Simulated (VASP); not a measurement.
# Mn: single point with PBE

Mn:

```
CELL_PARAMETERS angstrom
-1.54050 1.54050 1.54050
1.54050 -1.54050 1.54050
1.54050 1.54050 -1.54050
ATOMIC_POSITIONS crystal
Mn 0.00000 0.00000 0.00000
```

This isn't the form of Mn at room conditions, which is a 58-atom cubic cell.

- Program: VASP 6.6.1
- Task: single point
- Functional: PBE
- Potentials or basis: VASP PAW PBE potentials, release 64 (Mn_pv)
- Cutoff: 520 eV
- k mesh: 12 × 12 × 12
- Occupations: gaussian, width 0.05 eV
- Spin: collinear spin, ferromagnetic start
- Starting moments: [4.0] μB

| Item | Value |
| --- | --- |
| Pressure | -9.9 GPa |
| Band gap on the k mesh | none (metal or under the smearing width) |
| Net moment | 3.07 μB per cell |
| Site moments | Mn +2.99 μB |
| Valence electrons inside the program's atomic spheres | Mn 11.56 |

Levels at points of the mesh, in eV from the Fermi level:
Spin up:
```
           k point  band 6  band 7  band 8  band 9  band 10  band 11
(0.00, 0.00, 0.00)   -1.81   -1.81   -0.62   -0.62    21.02    21.02
(0.50, 0.00, 0.00)   -0.64   -0.47    0.26    0.42     5.85    15.45
(0.50, 0.50, 0.50)    0.20    0.20    0.20    8.02     8.02     8.02
```
Spin down:
```csv
k point,band 3,band 4,band 5,band 6,band 7,band 8
"(0.00, 0.00, 0.00)",-45.57,-6.85,0.90,0.90,0.90,2.43
"(0.50, 0.00, 0.00)",-45.57,-2.27,-0.22,0.73,2.37,2.67
"(0.50, 0.50, 0.50)",-45.78,-1.64,-1.64,3.19,3.19,3.19
```

It took 17 s on 1 thread of Intel(R) Xeon(R) Platinum 8559C (Emerald Rapids), on a shared host, peak memory 0.14 GiB.
